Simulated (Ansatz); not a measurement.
# Cs: stress in a strained cell

Aim: deform Cs (equal xy, yz and zx engineering shear strains of -2 %) and compute stress, forces and field gradients with LAPW, PAW and all-electron datasets made for the crystal.

Computed with Ansatz 0.2.0 (DFT PBE, scalar-relativistic, unless a step's input says otherwise).

## 1. The system as given

It takes space group Im-3m (No. 229, cubic). The conventional cell has a = 6.045 Å, b = 6.045 Å, c = 6.045 Å, α = 90.00°, β = 90.00°, γ = 90.00°.

Coordinates:

```
Cs
1.0
    -3.02250    3.02250    3.02250
     3.02250   -3.02250    3.02250
     3.02250    3.02250   -3.02250
Cs
1
Cartesian
  0.0000 0.0000 0.0000
```

## 2. The deformed structure

Space group Im-3m before, R-3m after.

## 3. All-electron LAPW

File input.yaml:

```yaml
crystal:
  lattice:
    - [-3.08295, 3.0225, 3.0225]
    - [3.0225, -3.08295, 3.0225]
    - [3.0225, 3.0225, -3.08295]
  atoms:
    - { symbol: Cs, position: [0.0, 0.0, 0.0] }
kpoints:
  mp_grid: { grid: [9, 9, 9] }
scf:
  occupations: { method: fermi_dirac, width: 0.05 }
hamiltonian:
  xc: pbe
  pseudopotentials: { kind: all_electron, lapw: { basis_error: 0.0005 } }
output:
  forces: true
  stress: true
  eigenvalues: true
```

## 4. PAW with frozen cores

input.yaml, as its differences from that of step 3:

```diff
@@ -13,3 +13,3 @@
   xc: pbe
-  pseudopotentials: { kind: all_electron, lapw: { basis_error: 0.0005 } }
+  pseudopotentials: { kind: paw }
 output:
@@ -18 +18,2 @@
   eigenvalues: true
+  efg: { contact_densities: true }
```

## 5. All-electron PAW on datasets made for the crystal

input.yaml, as its differences from that of step 4:

```diff
@@ -13,3 +13,3 @@
   xc: pbe
-  pseudopotentials: { kind: paw }
+  pseudopotentials: { kind: all_electron, datasets: crystal }
 output:
```

(Steps that only read results are left out.)

What does the calculation give? Wanted: pressure; largest shear or deviatoric stress.

The runs gave:

```
                                 quantity                                           value
                                 pressure  LAPW 0.12, PAW 0.12, crystal datasets 0.12 GPa
largest shear or deviatoric stress (LAPW)                                        0.04 GPa
```

**Reading.** The largest part of the stress beyond the pressure is 0.04 GPa in size. No run of the undeformed cell stands beside it, so the pressure holds what the given cell had before the change. PAW: stress within 0.01 GPa of LAPW. Crystal datasets: stress within 0.01 GPa of LAPW. Spin-orbit coupling is left out, though the cell holds Cs; in elements this heavy it can shift bands and gaps by tenths of an eV.
